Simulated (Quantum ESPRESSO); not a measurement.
The system is MoS2.

```
Mo S
1.0
     3.22746    0.00000    0.00000
    -1.61373    2.79507    0.00000
     0.00000    0.00000    6.31247
Mo S
1 2
Direct
  0.00000 0.00000 0.50000
  0.66667 0.33333 0.74468
  0.33333 0.66667 0.25532
```

Measurements of this composition are mostly on another form, of space group No. 194.

* Program: Quantum ESPRESSO 7.5
* Task: phonons
* Functional: LDA
* Potentials or basis: GBRV 1.5 LDA
* Cutoff: 612 eV
* Density cutoff: 4898 eV
* k mesh: 8 × 8 × 3
* Occupations: cold, width 0.2 eV
* Spin: no spin polarisation
* Form of the LDA correlation: PZ81
* Mixing beta: 0.5
* Most SCF iterations: 120
* SCF threshold: 6e-10 Ry

The cell and the atoms were relaxed first, to 16.31 Å³/atom (a = 3.147 Å, b = 3.147 Å, c = 5.705 Å, α = 90.00°, β = 90.00°, γ = 120.00°), and the response was taken there.

```cif
data_structure
_symmetry_space_group_name_H-M 'P 1'
_symmetry_Int_Tables_number 1
_cell_length_a 3.1473
_cell_length_b 3.1473
_cell_length_c 5.7050
_cell_angle_alpha 90.000
_cell_angle_beta 90.000
_cell_angle_gamma 120.000
_cell_volume 48.94
loop_
_atom_site_label
_atom_site_type_symbol
_atom_site_fract_x
_atom_site_fract_y
_atom_site_fract_z
_atom_site_occupancy
Mo1 Mo 0.00000 0.00000 0.50000 1
S1 S 0.66667 0.33333 0.77367 1
S2 S 0.33333 0.66667 0.22633 1
```

Where do the zone-centre optical modes lie?

Eu at 234 cm⁻¹ (IR); Eg at 273 cm⁻¹ (Raman); A1g at 385 cm⁻¹ (Raman); A2u at 403 cm⁻¹ (IR).

Optical modes at Γ, degenerate ones joined:
| cm⁻¹ | components | symmetry | active in |
| --- | --- | --- | --- |
| 234 | 2 | Eu | IR |
| 273 | 2 | Eg | Raman |
| 385 | 1 | A1g | Raman |
| 403 | 1 | A2u | IR |

Caveat: the k mesh is coarse; the mesh is thin for the phonons of a metal; the layers were relaxed without a dispersion term, so their spacing and the soft interlayer modes are unreliable.
